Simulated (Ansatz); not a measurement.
Zinc-blende ZnTe

Calculation: r²SCAN0 (PAW; Ansatz, a first-principles code).

Numerical settings: plane-wave cutoff 520 eV, 8×8×8 k mesh, Fermi–Dirac smearing 0.01 eV, scalar-relativistic PAW data made under PBE.

Cell (relaxed at this level):

```cif
data_TeZn
_chemical_formula_sum 'Zn1 Te1'
_space_group_name_H-M_alt 'P 1'
_space_group_IT_number 1
_cell_length_a 4.31851
_cell_length_b 4.31851
_cell_length_c 4.31851
_cell_angle_alpha 60.000
_cell_angle_beta 60.000
_cell_angle_gamma 60.000
loop_
_space_group_symop_operation_xyz
  'x, y, z'
loop_
_atom_site_label
_atom_site_type_symbol
_atom_site_fract_x
_atom_site_fract_y
_atom_site_fract_z
_atom_site_occupancy
Zn1 Zn 0.00000 0.00000 0.00000 1
Te1 Te 0.25000 0.25000 0.25000 1
```

- bulk modulus = 51.9 GPa
- band gap = 3.20 eV (on the SCF k mesh)
- pressure derivative B′ of the bulk modulus = 4.4

Measured, for comparison: band gap 2.43 eV (zero-point renormalisation of 40 meV (experimental, the table's column) added back here, direct; inputs from Miglio et al. (2020), arXiv:2011.12765); bulk modulus 51 ± 3 GPa (room temperature, not corrected to a static lattice; as tabulated in Determination of phase transition pressures of ZnTe under quasihydrostatic …). Computed (rounded) less measured: bulk modulus +2 % (inside the measured uncertainty). A static lattice is as a rule a little smaller and stiffer than an uncorrected measurement, which narrows the difference in the bulk modulus and would widen misses of the other sign.

Spin–orbit coupling is not included; with these elements it can move the gap by several tenths of an eV or more.

Static lattice: no zero-point or thermal effects.
